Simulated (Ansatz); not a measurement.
The system is Te2Mo.

```
Te Mo
1.0
     6.34645    0.00000    0.00000
     0.00000    3.49422    0.00000
    -0.54903    0.00000   14.85616
Te Mo
8 4
Direct
  0.06309 0.50000 0.40139
  0.93626 0.00000 0.59892
  0.56720 0.00000 0.36206
  0.43254 0.50000 0.63827
  0.09105 0.00000 0.13792
  0.90945 0.50000 0.86175
  0.58109 0.50000 0.09855
  0.41935 0.00000 0.90115
  0.31969 0.00000 0.50683
  0.67978 0.50000 0.49352
  0.18149 0.50000 0.00653
  0.81900 0.00000 0.99309
```

The cell is a database's computed one.

| Property | Result |
| --- | --- |
| Program | Ansatz 0.2.0 |
| Task | relaxation of cell and atoms |
| Functional | PBEsol |
| Potentials or basis | Ansatz PAW |
| Cutoff | 420 eV (not typed: the program's choice for these potentials) |
| k mesh | 4 × 8 × 2 |
| Occupations | fermi-dirac, width 0.05 eV |
| Spin | no spin polarisation |

At the start: volume 27.45 Å³/atom.

**Question.** Where does the relaxation end?

**Answer.** It ends after 7 steps and the volume is 24.73 Å³/atom (-9.9 %); space group P2_1/m (No. 11, to 0.05 Å).

The path:
| step | energy change (eV) | largest force (eV/Å) | volume (Å³) |
| --- | --- | --- | --- |
| 1 | 0.0000 | 0.2487 | 329.45 |
| 2 | -0.1518 | 0.0588 | 312.08 |
| 3 | -0.1708 | 0.0712 | 303.88 |
| 4 | -0.1868 | 0.0556 | 300.61 |
| 5 | -0.1917 | 0.0351 | 295.18 |
| 6 | -0.1929 | 0.0067 | 296.80 |
| 7 | -0.1879 | 0.0067 | 296.80 |

Final structure:
```cif
data_structure
_symmetry_space_group_name_H-M 'P 1'
_symmetry_Int_Tables_number 1
_cell_length_a 6.3295
_cell_length_b 3.4537
_cell_length_c 13.5928
_cell_angle_alpha 90.000
_cell_angle_beta 92.775
_cell_angle_gamma 90.000
_cell_volume 296.79
loop_
_atom_site_label
_atom_site_type_symbol
_atom_site_fract_x
_atom_site_fract_y
_atom_site_fract_z
_atom_site_occupancy
Te1 Te 0.05930 0.50000 0.39600 1
Te2 Te 0.94046 0.00000 0.60400 1
Te3 Te 0.56268 0.00000 0.34927 1
Te4 Te 0.43710 0.50000 0.65073 1
Te5 Te 0.09080 0.00000 0.15101 1
Te6 Te 0.90942 0.50000 0.84900 1
Te7 Te 0.58242 0.50000 0.10377 1
Te8 Te 0.41782 0.00000 0.89623 1
Mo1 Mo 0.31971 0.00000 0.50651 1
Mo2 Mo 0.68005 0.50000 0.49348 1
Mo3 Mo 0.18172 0.50000 0.00723 1
Mo4 Mo 0.81852 0.00000 0.99278 1
```

Caveat: the plane-wave basis is chosen anew once the cell has moved, so the energies of steps on either side of that aren't comparable; this functional lacks dispersion, which binds the layers, so the pressure and a relaxed spacing across them are unreliable; the PAW data sets come from PBE, with cores solved anew for the run's functional, which leaves a small shift of forces and pressure.
